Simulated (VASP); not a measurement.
Input of a VASP 6.6.1 run:

INCAR

```
PREC = Accurate ; ENCUT = 600
EDIFF = 1E-7 ; ISMEAR = -1
SIGMA = 0.05 ; LREAL = False
LASPH = True ; NELM = 80
ALGO = Fast ; ISIF = 3
LWAVE = False ; LCHARG = False
GGA = PS ; IVDW = 11
IBRION = 2 ; NSW = 40
EDIFFG = -0.01
```

KPOINTS

```
regular mesh
0
Gamma
  13 13 13
```

File POSCAR:

```
BN
1.0
    0.0000000000      1.8130010000      1.8130010000
    1.8130010000      0.0000000000      1.8130010000
    1.8130010000      1.8130010000      0.0000000000
N B
1 1
Direct
    0.2500000000      0.2500000000      0.2500000000
    0.0000000000      0.0000000000      0.0000000000
```

Potentials or basis: VASP PAW PBE potentials, release 64 (N, B).

Command:

```sh
$ cat potpaw_PBE.64/N/POTCAR potpaw_PBE.64/B/POTCAR > POTCAR
$ mpirun -np 1 vasp_std > vasp.out
```

Problem. Estimate the space group after relaxing (to 0.05 Å).

Solution. F-43m (No. 216).

Problem. What does it give for the band gap on the k mesh?

Solution. 4.37 eV, indirect (least direct gap 8.82 eV).

Problem. Predict the dispersion energy per atom.

Solution. -0.111 eV.

Problem. Estimate the relaxed cell.

Solution. a = 2.545 Å, b = 2.545 Å, c = 2.545 Å, α = 60.00°, β = 60.00°, γ = 60.00°.

Final structure:
```
CELL_PARAMETERS angstrom
0.00000 1.79974 1.79974
1.79974 0.00000 1.79974
1.79974 1.79974 0.00000
ATOMIC_POSITIONS crystal
N 0.25000 0.25000 0.25000
B 0.00000 0.00000 0.00000
```

Caveat: an odd mesh through Γ misses points on the zone boundary, where band edges often lie.
